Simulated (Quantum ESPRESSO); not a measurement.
## GaAs under changes of volume

One of the cells (22.590 Å³/atom); the others are scaled copies at fixed shape and fractional positions:

```xyz
2
Lattice="0.0000 2.8268 2.8268 2.8268 0.0000 2.8268 2.8268 2.8268 0.0000" Properties=species:S:1:pos:R:3 pbc="T T T"
As    4.2403    4.2403    4.2403
Ga    0.0000    0.0000    0.0000
```

| Property | Result |
| --- | --- |
| Program | Quantum ESPRESSO 7.5 |
| Functional | PBE |
| Dispersion | D3(BJ) |
| Potentials or basis | PseudoDojo 0.4.1 SR PBE standard |
| Cutoff | 1143 eV |
| Density cutoff | 4572 eV |
| k mesh | 8 × 8 × 8 |
| Occupations | fermi-dirac, width 0.05 eV |
| Spin | no spin polarisation |

```csv
volume (Å³/atom),energy over the lowest point (meV/atom),pressure (GPa),gap on the mesh (eV)
21.234,?,?,?
21.686,16.57,4.4,0.83
22.138,6.61,2.7,0.67
22.590,1.24,1.1,0.52
23.041,0.00,-0.2,0.37
23.493,2.44,-1.5,0.23
23.945,8.13,-2.5,0.09
```

Task: What does the run at 21.234 Å³/atom give?

Result: Energy over the lowest point 31.67 meV/atom; pressure 6.3 GPa; gap on the mesh 0.99 eV.

Worked out: A Birch-Murnaghan fit of order 3 (a polynomial in V^(-2/3)) to the other rows has its minimum at 22.96 Å³/atom with B0 = V·E''(V) = 67 GPa and B' = 4.8. It gives 31.72 meV/atom at 21.234 Å³/atom, against the run's 31.67, and -dE/dV = 6.4 GPa, against 6.3.

Energies are extrapolated to zero smearing.

A mesh can miss the band edges. Spin-orbit coupling on As, Ga is left out.
